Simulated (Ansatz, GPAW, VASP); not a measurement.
# WC: 3 runs at one level of theory

```
W C
1.0
     2.90650    0.00000    0.00000
    -1.45325    2.51710    0.00000
     0.00000    0.00000    2.83660
W C
1 1
Direct
  0.00000 0.00000 0.00000
  0.66667 0.33333 0.50000
```

Alike in all runs: task single point; functional PBE; k mesh 10 × 10 × 9; occupations gaussian, width 0.016 eV; no spin polarisation; no spin-orbit coupling. Pressure is positive in compression and, in plane waves, holds the error of the finite cutoff.

```json
{"program and potentials": "Ansatz, all-electron LAPW, scalar-relativistic", "plane-wave cutoff (eV)": "-", "notes": "-", "pressure (GPa)": "5.69"}
{"program and potentials": "GPAW, GPAW PAW data sets (gpaw-data 1.2.1)", "plane-wave cutoff (eV)": "800", "notes": "-", "pressure (GPa)": "5.36"}
{"program and potentials": "VASP, PBE PAW files C, W_sv, 520 eV", "plane-wave cutoff (eV)": "520", "notes": "-", "pressure (GPa)": "6.74"}
```

The pressure spans 5.36 (GPAW, GPAW PAW data sets (gpaw-data 1.2.1)) to 6.74 GPa (VASP, PBE PAW files C, W_sv, 520 eV), with all-electron results at 5.69.

The functional is the same throughout but for its coding, so the spread measures potentials, basis and numerics; runs on potential files found faulty are left out.

All three calculations find the cell under compression, so with PBE the crystal would lower its energy by expanding. The cell is close to the measured one for hexagonal WC, and the sign fits the familiar tendency of PBE to bind solids slightly too weakly and overestimate their lattice constants. A pressure of several GPa still implies only a small expansion, because WC is exceptionally stiff: strong covalent mixing of W 5d with C 2p states fills bonding levels and makes the energy rise steeply with volume change. For the same reason, small differences in the description of the bonds show up clearly in the pressure, while the corresponding differences in equilibrium volume remain slight.

GPAW lies closer to the all-electron value than VASP does. An incomplete plane-wave basis usually lowers the calculated pressure, so the higher VASP value probably reflects its potentials more than its cutoff. The pressure alone doesn't show how the expansion would divide between the a and c axes.
